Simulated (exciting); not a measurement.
**Nd under changes of volume**

One of the cells (35.761 Å³/atom); the others are scaled copies at fixed shape and fractional positions:

```
Nd
1.0
    -2.07547    2.07547    2.07547
     2.07547   -2.07547    2.07547
     2.07547    2.07547   -2.07547
Nd
1
Direct
  0.00000 0.00000 0.00000
```

This isn't the form of Nd at room conditions, which is double hcp.

* Program: exciting (release sodium)
* Functional: PBEsol
* Potentials or basis: all-electron LAPW+lo, shipped species files, valence relativity iora*
* rgkmax: 9.5
* k mesh: 9 × 9 × 9
* Occupations: fermi-dirac, width 0.05 eV
* Spin: collinear spin, ferromagnetic start

| volume (Å³/atom) | energy over the lowest point (meV/atom) | moment (μB per cell) |
| --- | --- | --- |
| 33.615 | 0.00 | 4.13 |
| 34.331 | 14.76 | 4.13 |
| 35.046 | 32.31 | 4.13 |
| 35.761 | 44.49 | 4.14 |
| 36.476 | 61.01 | 4.14 |
| 37.191 | ? | ? |
| 37.907 | 93.75 | 4.16 |

Problem. What does the run at 37.191 Å³/atom give?

Solution. Energy over the lowest point 76.36 meV/atom; moment 4.15 μB per cell.

Worked out: A Birch-Murnaghan fit of order 3 (a polynomial in V^(-2/3)) to the other rows has no minimum within the range. It gives 76.65 meV/atom at 37.191 Å³/atom, against the run's 76.36. A straight line through the other rows of the moment, of slope 0.00699 μB per Å³/atom, gives 4.15 μB, against the run's 4.15.

Energies are extrapolated to zero smearing.

Caveats: the magnetic or orbital state may not be the lowest; the free energy is that total less TS from the occupations.
